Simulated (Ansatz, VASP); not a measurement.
## Fe in VASP and in Ansatz

INCAR

```
PREC = Accurate ; ENCUT = 600
EDIFF = 1E-6 ; ISMEAR = -1
SIGMA = 0.05 ; LREAL = F
LASPH = T ; NELM = 150
ALGO = Normal ; ISIF = 3
LWAVE = F ; LCHARG = F
ISPIN = 2 ; MAGMOM = 3
LORBIT = 11 ; LMAXMIX = 4
GGA = RP ; IBRION = 2
NSW = 80 ; EDIFFG = -0.01
```

The input KPOINTS:

```
Automatic mesh
0
Gamma
  13 13 13
```

File POSCAR:

```
Fe
1.0
   -1.4430000000      1.4430000000      1.4430000000
    1.4430000000     -1.4430000000      1.4430000000
    1.4430000000      1.4430000000     -1.4430000000
Fe
1
Direct
    0.0000000000      0.0000000000      0.0000000000
```

File input.yaml:

```yaml
crystal:
  lattice:
    - [-1.443, 1.443, 1.443]
    - [1.443, -1.443, 1.443]
    - [1.443, 1.443, -1.443]
  atoms:
    - { symbol: Fe, position: [0.0, 0.0, 0.0], spin: 3.0 }
kpoints:
  mp_grid: { grid: [13, 13, 13] }
scf:
  occupations: { method: fermi_dirac, width: 0.05 }
hamiltonian:
  xc: rpbe
  pseudopotentials: { kind: all_electron, lapw: { basis_error: 0.001 } }
magnetization:
  spin_polarized: true
output:
  forces: true
  stress: true
relax:
  f_tol: 0.01
  max_steps: 60
  cell: {}
```

Alike in both runs: task relaxation of cell and atoms; functional RPBE; k mesh 13 × 13 × 13; occupations fermi-dirac, width 0.05 eV; collinear spin.

|  | VASP | Ansatz |
| --- | --- | --- |
| version | VASP 6.6.1 | Ansatz 0.2.0 |
| potentials or method | VASP PAW PBE potentials, release 64 (Fe) | all-electron LAPW, scalar-relativistic |
| plane-wave cutoff (eV) | 600 | see its input |

VASP gave:

| Property | Result |
| --- | --- |
| net moment per atom (μB) | 2.25 |
| size of the moment on the site where the two differ most (μB) | 2.26 |
| relaxed volume (Å³/atom) | 11.72 |
| relaxed cell length with the largest relative difference (Å) | 2.479 |
| energy change over the relaxation (meV/atom) | -3 |

Which values does Ansatz return?

net moment per atom (μB): 2.19; size of the moment on the site where the two differ most (μB): 2.26; relaxed volume (Å³/atom): 11.68; relaxed cell length with the largest relative difference (Å): 2.475; energy change over the relaxation (meV/atom): -4.

Site moments also hang on the region over which each program counts them. Ansatz ran all-electron here, so the differences hold the error of VASP's frozen core and of both bases.

Caveats: the PAW data sets were made with another functional, which shifts forces and pressure a little (VASP).
